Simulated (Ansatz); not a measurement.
# Relativistic treatment of BaS

```
Ba S
1.0
     0.00000    3.51614    3.51614
     3.51614    0.00000    3.51614
     3.51614    3.51614    0.00000
Ba S
1 1
Cartesian
  0.0000 0.0000 0.0000
  1.7581 1.7581 1.7581
```

Atoms are numbered in the order listed.

The cell was built from the zincblende type and relaxed in the same program, and has space group F-43m; it needn't be a known or the stable phase.

One fixed cell is solved with PBE by frozen-core PAW in Ansatz 0.2.0 under different relativistic treatments. Pressure is positive in compression.

The runs use a Γ-centred 9×9×9 k mesh, Fermi–Dirac smearing of 0.08 eV, cutoff 420 eV, no spin polarisation.

```
                 setting  P (GPa)  gap over the k mesh and a high-symmetry path (eV)  lowest level at Γ above −25 eV, from the valence-band top or, without a gap, the Fermi level (eV)
     scalar-relativistic     0.04                                               2.75                                                                                                  ?
with spin–orbit coupling     0.03                                                  ?                                                                                             -12.65
```

Fill in "lowest level at Γ above −25 eV, from the valence-band top or, without a gap, the Fermi level (eV)" for the row "scalar-relativistic".

-11.20.

Fill in "gap over the k mesh and a high-symmetry path (eV)" for the row "with spin–orbit coupling".

2.70.
